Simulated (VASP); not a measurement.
La:

```xyz
4
Lattice="3.7700 0.0000 0.0000 -1.8850 3.2649 0.0000 0.0000 0.0000 12.1590" Properties=species:S:1:pos:R:3 pbc="T T T"
La    0.0000    0.0000    0.0000
La    0.0000    0.0000    6.0795
La    0.0000    2.1766    9.1193
La    1.8850    1.0883    3.0398
```

- Program: VASP 6.6.1
- Task: relaxation of cell and atoms
- Functional: PBEsol
- Potentials or basis: VASP PAW PBE potentials, release 64 (La)
- Cutoff: 600 eV
- k mesh: 8 × 8 × 2
- Occupations: fermi-dirac, width 0.05 eV
- Spin: no spin polarisation

At the start: pressure -2.3 GPa; volume 37.42 Å³/atom.

**Question.** How do energy, volume and symmetry change on relaxing?

**Answer.** Over 9 steps the energy falls by 25.9 meV/atom and the volume is 33.94 Å³/atom (-9.3 %); space group P6_3/mmc (No. 194, to 0.05 Å).

The path:
| step | energy change (eV) | largest force (eV/Å) | pressure (GPa) | volume (Å³) |
| --- | --- | --- | --- | --- |
| 1 | 0.0000 | 0.0000 | -2.30 | 149.66 |
| 2 | -0.1006 | 0.0000 | -0.45 | 138.34 |
| 3 | -0.1038 | 0.0000 | -0.03 | 136.17 |
| 4 | -0.1039 | 0.0000 | -0.60 | 135.91 |
| 5 | -0.1035 | 0.0000 | 0.17 | 135.26 |
| 6 | -0.1036 | 0.0000 | 0.14 | 135.39 |
| 7 | -0.1037 | 0.0000 | 0.11 | 135.46 |
| 8 | -0.1038 | 0.0000 | 0.10 | 135.64 |
| 9 | -0.1038 | 0.0000 | 0.07 | 135.78 |

Final structure:
```xyz
4
Lattice="3.6468 0.0000 0.0000 -1.8234 3.1582 0.0000 0.0000 0.0000 11.7891" Properties=species:S:1:pos:R:3 pbc="T T T"
La    0.0000    0.0000    0.0000
La    0.0000    0.0000    5.8946
La    0.0000    2.1055    8.8418
La    1.8234    1.0527    2.9473
```

Caveat: the PAW data sets were made with another functional, which shifts forces and pressure a little.
